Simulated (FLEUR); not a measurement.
# C (P6_3/mmc) in FLEUR: further runs

One crystal, C, is run at these levels: LDA (Perdew-Zunger); tasks: band structure, equation of state.

The COD entry that gives the cell may itself be a prediction, so a difference from it is no test against experiment.

All numbers are computed with FLEUR MaX-R8.1 (later development tree); they aren't measurements. Logs are shortened: lines on timing, memory, paths and dates and some standing lists are left out, and cuts for length are marked.

## 1. The structure

The structure is hexagonal, space group P6_3/mmc (No. 194). The conventional cell has a = 2.522 Å, b = 2.522 Å, c = 12.356 Å, α = 90.00°, β = 90.00°, γ = 120.00°. Around C (site symmetry 3m) lie 4 C at 1.54 Å. C (site symmetry 3m) is surrounded by 4 C at 1.54 Å. Around C (site symmetry 3m) lie 4 C at 1.54 Å.

This is a hexagonal form of diamond, not graphite.

## 2. Band structure, LDA (Perdew-Zunger)

File inp.xml:

```xml
<?xml version="1.0" encoding="UTF-8" standalone="no"?>
<fleurInput fleurInputVersion="0.39">
   <comment>
      C                                                                                                   
   </comment>
   <calculationSetup>
      <cutoffs Kmax="5.33" Gmax="16.5" GmaxXC="16.5" numbands="0"/>
      <scfLoop itmax="60" minDistance="0.00001" maxIterBroyd="15" imix="Anderson" alpha="0.05" precondParam="0.0" spinf="2.0" sdNocoIR="T"/>
      <coreElectrons ctail="T" frcor="F" kcrel="0" coretail_lmax="0"/>
      <xcFunctional name="pz" relativisticCorrections="F"/>
      <magnetism jspins="1"/>
      <soc l_soc="F" theta="0.0" phi="0.0" spav="F"/>
      <expertModes spex="0" secvar="F"/>
      <geometryOptimization l_f="F" forcealpha="1.0" forcemix="BFGS" epsdisp="0.00001" epsforce="0.00001"/>
      <ldaU l_linMix="F" mixParam="0.05" spinf="1.0"/>
   </calculationSetup>
   <cell>
      <bzIntegration valenceElectrons="48.0" mode="hist" fermiSmearingEnergy="0.00183747">
         <kPointListSelection listName="default-1"/>
         <!-- k-points included here -->
         <xi:include xmlns:xi="http://www.w3.org/2001/XInclude" href="kpts.xml"> </xi:include>
      </bzIntegration>
      <!-- symmetry operations included here -->
[... 33 lines left out ...]
      <atomGroup species="Carbon (C)">
         <relPos label="                   5">-1.000/3.000 1.000/3.000 .4791700000</relPos>
         <relPos label="                   6">1.000/3.000 -1.000/3.000 -.0208300000</relPos>
         <relPos label="                   7">-1.000/3.000 1.000/3.000 .0208300000</relPos>
         <relPos label="                   8">1.000/3.000 -1.000/3.000 -.4791700000</relPos>
         <force calculate="T" relaxXYZ="TTT"/>
      </atomGroup>
      <atomGroup species="Carbon (C)">
         <relPos label="                   9">.0000000000 .0000000000 -3.000/16.000</relPos>
         <relPos label="                  10">.0000000000 .0000000000 5.000/16.000</relPos>
         <relPos label="                  11">.0000000000 .0000000000 -5.000/16.000</relPos>
         <relPos label="                  12">.0000000000 .0000000000 3.000/16.000</relPos>
         <force calculate="T" relaxXYZ="TTT"/>
      </atomGroup>
   </atomGroups>
   <output dos="F" band="F" slice="F">
      <checks vchk="F" cdinf="F"/>
      <bandDOS minEnergy="-.5*Htr" maxEnergy="0.5*Htr" sigma="0.015" storeEVData="T"/>
      <vacuumDOS vacdos="F" integ="F" star="F" nstars="0" locx1="0.0" locy1="0.0" locx2="0.0" locy2="0.0" nstm="0" tworkf="0.0"/>
      <unfoldingBand unfoldBand="F" supercellX="1" supercellY="1" supercellZ="1"/>
      <plotting iplot="0" polar="F">
         <plot TwoD="T" vec1="  1.0  0.0  0.0" vec2="  0.0  1.0  0.0" vec3="  0.0  0.0  1.0" zero="  0.0  0.0  0.0" file="plot"/>
      </plotting>
      <chargeDensitySlicing numkpt="0" minEigenval="0.0" maxEigenval="0.0" nnne="0" pallst="F"/>
      <specialOutput eonly="F"/>
      <moessbauerParams electricFieldGradient="T" isomerShift="T" coreHyperfine="T" valenceHyperfine="T"/>
      <magneticCircularDichroism mcd="F" energyLo="-10.0" energyUp="0.0"/>
   </output>
  <!-- We include the file relax.xml here to enable relaxations (see documentation) -->
  <xi:include xmlns:xi="http://www.w3.org/2001/XInclude" href="relax.xml"> <xi:fallback/> </xi:include>
</fleurInput>
```

File crystal.txt:

```
C
&input cartesian=F /
2.5221000000  0.0000000000  0.0000000000
-1.2610500000  2.1842026709  0.0000000000
0.0000000000  0.0000000000  12.3557000000
1.8897261246
1.0 1.0 1.0

12
6 0.6666666667  0.3333333333  0.3541700000
6 0.3333333333  0.6666666667  0.8541700000
6 0.6666666667  0.3333333333  0.1458300000
6 0.3333333333  0.6666666667  0.6458300000
6 0.6666666667  0.3333333333  0.4791700000
6 0.3333333333  0.6666666667  0.9791700000
6 0.6666666667  0.3333333333  0.0208300000
6 0.3333333333  0.6666666667  0.5208300000
6 0.0000000000  0.0000000000  0.8125000000
6 0.0000000000  0.0000000000  0.3125000000
6 0.0000000000  0.0000000000  0.6875000000
6 0.0000000000  0.0000000000  0.1875000000

&kpt div1=12 div2=12 div3=3 gamma=T /
```

File inp.xml (bands):

```
<?xml version="1.0" encoding="UTF-8" standalone="no"?>
<fleurInput fleurInputVersion="0.39">
   <comment>
      C                                                                                                   
   </comment>
   <calculationSetup>
      <cutoffs Kmax="5.33" Gmax="16.5" GmaxXC="16.5" numbands="0"/>
      <scfLoop itmax="60" minDistance="0.00001" maxIterBroyd="15" imix="Anderson" alpha="0.05" precondParam="0.0" spinf="2.0" sdNocoIR="T"/>
      <coreElectrons ctail="T" frcor="F" kcrel="0" coretail_lmax="0"/>
      <xcFunctional name="pz" relativisticCorrections="F"/>
      <magnetism jspins="1"/>
      <soc l_soc="F" theta="0.0" phi="0.0" spav="F"/>
      <expertModes spex="0" secvar="F"/>
      <geometryOptimization l_f="F" forcealpha="1.0" forcemix="BFGS" epsdisp="0.00001" epsforce="0.00001"/>
      <ldaU l_linMix="F" mixParam="0.05" spinf="1.0"/>
   </calculationSetup>
   <cell>
      <bzIntegration valenceElectrons="48.0" mode="hist" fermiSmearingEnergy="0.00183747">
         <kPointListSelection listName="path-1"/>
         <!-- k-points included here -->
         <xi:include xmlns:xi="http://www.w3.org/2001/XInclude" href="kpts.xml"> </xi:include>
      </bzIntegration>
[... 33 lines left out ...]
      </atomGroup>
      <atomGroup species="Carbon (C)">
         <relPos label="                   5">-1.000/3.000 1.000/3.000 .4791700000</relPos>
         <relPos label="                   6">1.000/3.000 -1.000/3.000 -.0208300000</relPos>
         <relPos label="                   7">-1.000/3.000 1.000/3.000 .0208300000</relPos>
         <relPos label="                   8">1.000/3.000 -1.000/3.000 -.4791700000</relPos>
         <force calculate="T" relaxXYZ="TTT"/>
      </atomGroup>
      <atomGroup species="Carbon (C)">
         <relPos label="                   9">.0000000000 .0000000000 -3.000/16.000</relPos>
         <relPos label="                  10">.0000000000 .0000000000 5.000/16.000</relPos>
         <relPos label="                  11">.0000000000 .0000000000 -5.000/16.000</relPos>
         <relPos label="                  12">.0000000000 .0000000000 3.000/16.000</relPos>
         <force calculate="T" relaxXYZ="TTT"/>
      </atomGroup>
   </atomGroups>
   <output dos="F" band="T" slice="F">
      <checks vchk="F" cdinf="F"/>
      <bandDOS minEnergy="-.5*Htr" maxEnergy="0.5*Htr" sigma="0.015" storeEVData="T"/>
      <vacuumDOS vacdos="F" integ="F" star="F" nstars="0" locx1="0.0" locy1="0.0" locx2="0.0" locy2="0.0" nstm="0" tworkf="0.0"/>
      <unfoldingBand unfoldBand="F" supercellX="1" supercellY="1" supercellZ="1"/>
      <plotting iplot="0" polar="F">
         <plot TwoD="T" vec1="  1.0  0.0  0.0" vec2="  0.0  1.0  0.0" vec3="  0.0  0.0  1.0" zero="  0.0  0.0  0.0" file="plot"/>
      </plotting>
      <chargeDensitySlicing numkpt="0" minEigenval="0.0" maxEigenval="0.0" nnne="0" pallst="F"/>
      <specialOutput eonly="F"/>
      <moessbauerParams electricFieldGradient="T" isomerShift="T" coreHyperfine="T" valenceHyperfine="T"/>
      <magneticCircularDichroism mcd="F" energyLo="-10.0" energyUp="0.0"/>
   </output>
  <!-- We include the file relax.xml here to enable relaxations (see documentation) -->
  <xi:include xmlns:xi="http://www.w3.org/2001/XInclude" href="relax.xml"> <xi:fallback/> </xi:include>
</fleurInput>
```

Potentials or basis: all-electron, FLAPW.

Started as:

```sh
> inpgen -f crystal.txt -profile fastHighL
> # inp.xml edited to the form shown
> fleur_MPI
> fleur_MPI   # second run, on inp.xml (bands)
```

What it wrote:

```text
Welcome to FLEUR        (www.flapw.de)
      MaX-Release 8.1          (www.max-centre.eu)

 ========== k-point set info ==========
 Selected k-point list: default-1
 k-point list type: mesh
 12 x 12 x 3
 Number of k points: 38

 ------------Calculation Setup---------------------------
 Number of MPI-tasks      :            1
 Number of PE/node        :            1
 Number of OMP-threads    :            1
 Most efficient MPI parallelization for:
           1           2          19          38
 Additional eigenvalue parallelization possible
 Number of basis functions:         1371
 Approximate size of matrices (H+S) per k-point:         0.028 GB
 --------------------------------------------------------
 Iteration:     1   Distance:      26.33781170 me/bohr^3
 Iteration:     2   Distance:      24.80063043 me/bohr^3
 Iteration:     3   Distance:       4.09116208 me/bohr^3
 Iteration:     4   Distance:       1.82122524 me/bohr^3
 Iteration:     5   Distance:       0.32871149 me/bohr^3
 Iteration:     6   Distance:       0.17092280 me/bohr^3
 Iteration:     7   Distance:       0.15551101 me/bohr^3
 Iteration:     8   Distance:       0.03118500 me/bohr^3
 Iteration:     9   Distance:       0.00408648 me/bohr^3
 Iteration:    10   Distance:       0.00567394 me/bohr^3
 Iteration:    11   Distance:       0.00145103 me/bohr^3
 Iteration:    12   Distance:       0.00004577 me/bohr^3
 Iteration:    13   Distance:       0.00002782 me/bohr^3
 Iteration:    14   Distance:       0.00000259 me/bohr^3

 ********************************************************************
 Run finished successfully
 Stop message:
   all done
 ********************************************************************
```

output (bands):

```text
Welcome to FLEUR        (www.flapw.de)
      MaX-Release 8.1          (www.max-centre.eu)

 ========== k-point set info ==========
 Selected k-point list: path-1
 k-point list type: path
 Number of k points: 60

 ------------Calculation Setup---------------------------
 Number of MPI-tasks      :            1
 Number of PE/node        :            1
 Number of OMP-threads    :            1
 Most efficient MPI parallelization for:
           1           2           3           4           5           6          10          12          15          20          30          60
 Additional eigenvalue parallelization possible
 Number of basis functions:         1367
 Approximate size of matrices (H+S) per k-point:         0.028 GB
 --------------------------------------------------------
 Fermi energy correction for insulators:
 No automatic correction of the Fermi energy has been performed.

 Note: Band structure data (together with different weights) is also stored in the banddos.hdf file.
       A convenient way of extracting and plotting the data from that file is by making use of the

 ********************************************************************
 Run finished successfully
 Stop message:
   Charge density postprocessing done.
 ********************************************************************
```

out.xml (last iteration):

```text
<iteration numberForCurrentRun="   14" overallNumber="   14">
         <energyParameters units="Htr">
            <atomicEP atomType="1" spin="1" branch="2s" branchLowest="-9.21" branchHighest="2.76" value="-0.2648675105"/>
            <atomicEP atomType="1" spin="1" branch="2p" branchLowest="-9.99" branchHighest="2.30" value="-0.0687186341"/>
            <atomicEP atomType="1" spin="1" branch="3d" branchLowest="-9.99" branchHighest="6.92" value="0.1356893414"/>
            <atomicEP atomType="1" spin="1" branch="4f" branchLowest="-9.99" branchHighest="11.61" value="0.2955071235"/>
            <loAtomicEP atomType="1" spin="1" branch="2s" branchLowest="-9.21" branchHighest="2.76" value="-0.2648675105"/>
            <loAtomicEP atomType="1" spin="1" branch="2p" branchLowest="-9.99" branchHighest="2.30" value="-0.0687324303"/>
            <loAtomicEP atomType="1" spin="1" branch="3d" branchLowest="-9.99" branchHighest="6.92" value="0.1356912478"/>
            <atomicEP atomType="2" spin="1" branch="2s" branchLowest="-9.21" branchHighest="2.76" value="-0.2639261267"/>
            <atomicEP atomType="2" spin="1" branch="2p" branchLowest="-9.99" branchHighest="2.30" value="-0.0677783134"/>
            <atomicEP atomType="2" spin="1" branch="3d" branchLowest="-9.99" branchHighest="6.92" value="0.1366287203"/>
            <atomicEP atomType="2" spin="1" branch="4f" branchLowest="-9.99" branchHighest="11.61" value="0.2964464759"/>
            <loAtomicEP atomType="2" spin="1" branch="2s" branchLowest="-9.21" branchHighest="2.76" value="-0.2639261267"/>
            <loAtomicEP atomType="2" spin="1" branch="2p" branchLowest="-9.99" branchHighest="2.30" value="-0.0677921075"/>
            <loAtomicEP atomType="2" spin="1" branch="3d" branchLowest="-9.99" branchHighest="6.92" value="0.1366306202"/>
            <atomicEP atomType="3" spin="1" branch="2s" branchLowest="-9.21" branchHighest="2.76" value="-0.2653990747"/>
            <atomicEP atomType="3" spin="1" branch="2p" branchLowest="-9.99" branchHighest="2.30" value="-0.0692606132"/>
            <atomicEP atomType="3" spin="1" branch="3d" branchLowest="-9.99" branchHighest="6.92" value="0.1351395667"/>
            <atomicEP atomType="3" spin="1" branch="4f" branchLowest="-9.99" branchHighest="11.61" value="0.2949572656"/>
            <loAtomicEP atomType="3" spin="1" branch="2s" branchLowest="-9.21" branchHighest="2.76" value="-0.2653990747"/>
            <loAtomicEP atomType="3" spin="1" branch="2p" branchLowest="-9.99" branchHighest="2.30" value="-0.0692744047"/>
            <loAtomicEP atomType="3" spin="1" branch="3d" branchLowest="-9.99" branchHighest="6.92" value="0.1351414769"/>
         </energyParameters>
         <eigenvalues>
            <eigenvaluesAt spin="1" ikpt="1" k_x="0.00000000" k_y="0.00000000" k_z="0.00000000">
                      -0.3393887154       -0.3120298488       -0.3103838241       -0.2287584322       -0.2279243885
                      -0.1240170575       -0.0470026064        0.1021582672        0.1037669026        0.3070074139
                       0.3098024684        0.3395969775        0.3395969775        0.3559582920        0.3559582920
[... 60 lines left out ...]
            <totalCharge value="71.9999999794"/>
         </allElectronCharges>
         <moessbauerParams unitsHFF="kG" unitsIS="e/bohr^3" unitsEFG="Htr/bohr^2">
            <coreIsomerShift atomType="1" isTotal="121.68705">
               <shell n="1" l="0" isomerShift="121.68705"/>
            </coreIsomerShift>
            <coreIsomerShift atomType="2" isTotal="121.68765">
               <shell n="1" l="0" isomerShift="121.68765"/>
            </coreIsomerShift>
            <coreIsomerShift atomType="3" isTotal="121.68639">
               <shell n="1" l="0" isomerShift="121.68639"/>
            </coreIsomerShift>
            <isomerShift atomType="1" nucleusRadius="0.0000541" averageDensity="126.09431"/>
            <isomerShift atomType="2" nucleusRadius="0.0000541" averageDensity="126.08878"/>
            <isomerShift atomType="3" nucleusRadius="0.0000541" averageDensity="126.09671"/>
            <electricFieldGradient atomType="1" VXX="0.00164" VYY="0.00164" VZZ="-0.00329" asymParam="0.00000">
            </electricFieldGradient>
            <electricFieldGradient atomType="2" VXX="-0.00074" VYY="-0.00074" VZZ="0.00147" asymParam="0.00000">
            </electricFieldGradient>
            <electricFieldGradient atomType="3" VXX="-0.00593" VYY="-0.00593" VZZ="0.01186" asymParam="0.00000">
            </electricFieldGradient>
         </moessbauerParams>
         <totalEnergy                                    value="     -453.7449295741" units="Htr">
            <sumOfEigenvalues                            value="     -215.5806661985">
               <coreElectrons value="-221.2103021668"/>
               <valenceElectrons value="5.6296359683"/>
            </sumOfEigenvalues>
            <densityCoulombPotentialIntegral value="-585.1678881481"/>
            <densityEffectivePotentialIntegral value="-666.0479005629"/>
            <chargeDenXCDenIntegral value="-61.4414973168"/>
            <FockExchangeEnergyValence value="0.0000000000"/>
            <FockExchangeEnergyCore value="0.0000000000"/>
            <atomTypeDependentContributions atomType="1">
               <electronNucleiInteractionDifferentMTs value="165.8960202300"/>
               <MadelungTerm value="-17.4970718871"/>
            </atomTypeDependentContributions>
            <atomTypeDependentContributions atomType="2">
               <electronNucleiInteractionDifferentMTs value="165.8936122027"/>
               <MadelungTerm value="-17.5081849571"/>
            </atomTypeDependentContributions>
            <atomTypeDependentContributions atomType="3">
               <electronNucleiInteractionDifferentMTs value="165.9070131144"/>
               <MadelungTerm value="-17.4848201565"/>
            </atomTypeDependentContributions>
            <tkbTimesEntropy value="0.0000000000"/>
            <freeEnergy value="-453.7449295741"/>
            <extrapolationTo0K value="-453.7449295741"/>
         </totalEnergy>
         <densityConvergence units="me/bohr^3">
            <chargeDensity spin="1" distance="0.0000025907"/>
         </densityConvergence>
      </iteration>
```

Run time: 8.6 min. Hardware: 1 thread of Arm Neoverse V2, shared host; peak memory 0.13 GiB.

Results:

| Item | Value |
| --- | --- |
| Free energy | -12347.0285 eV |
| Band gap on the k mesh | 4.35 eV, indirect (least direct gap 5.25 eV) |
| Band gap along the path | 4.32 eV, indirect (least direct gap 5.25 eV) |
| Valence electrons inside the program's atomic spheres | C 2.09, 2.10 (radii C 1.35 bohr) |

Levels at the corners of the path, in eV from the valence-band top:
| point | band 21 | band 22 | band 23 | band 24 | band 25 | band 26 | band 27 | band 28 |
| --- | --- | --- | --- | --- | --- | --- | --- | --- |
| Γ | -0.98 | -0.15 | 0.00 | 0.00 | 5.25 | 5.25 | 5.61 | 6.31 |
| M | -4.05 | -4.05 | -3.63 | -2.88 | 4.48 | 5.04 | 5.20 | 5.55 |
| K | -6.05 | -4.78 | -4.53 | -4.53 | 5.47 | 5.47 | 6.19 | 8.57 |
| Γ | -0.98 | -0.15 | 0.00 | 0.00 | 5.25 | 5.25 | 5.61 | 6.31 |
| A | -0.33 | -0.33 | -0.33 | -0.33 | 5.64 | 5.64 | 5.64 | 5.64 |
| L | -3.75 | -3.75 | -3.23 | -3.23 | 4.64 | 4.64 | 5.85 | 5.85 |
| H | -5.32 | -5.32 | -4.76 | -4.76 | 5.68 | 5.68 | 7.04 | 7.04 |
| A | -0.33 | -0.33 | -0.33 | -0.33 | 5.64 | 5.64 | 5.64 | 5.64 |
| L | -3.75 | -3.75 | -3.23 | -3.23 | 4.64 | 4.64 | 5.85 | 5.85 |
| M | -4.05 | -4.05 | -3.63 | -2.88 | 4.48 | 5.04 | 5.20 | 5.55 |
| K | -6.05 | -4.78 | -4.53 | -4.53 | 5.47 | 5.47 | 6.19 | 8.57 |
| H | -5.32 | -5.32 | -4.76 | -4.76 | 5.68 | 5.68 | 7.04 | 7.04 |

Core levels (eV from the Fermi level):
```
atom        levels
 1 C  1s1/2 -263.0
 2 C  1s1/2 -263.0
 3 C  1s1/2 -263.0
 4 C  1s1/2 -263.0
 5 C  1s1/2 -263.0
 6 C  1s1/2 -263.0
```

[end of part 1 of 2]
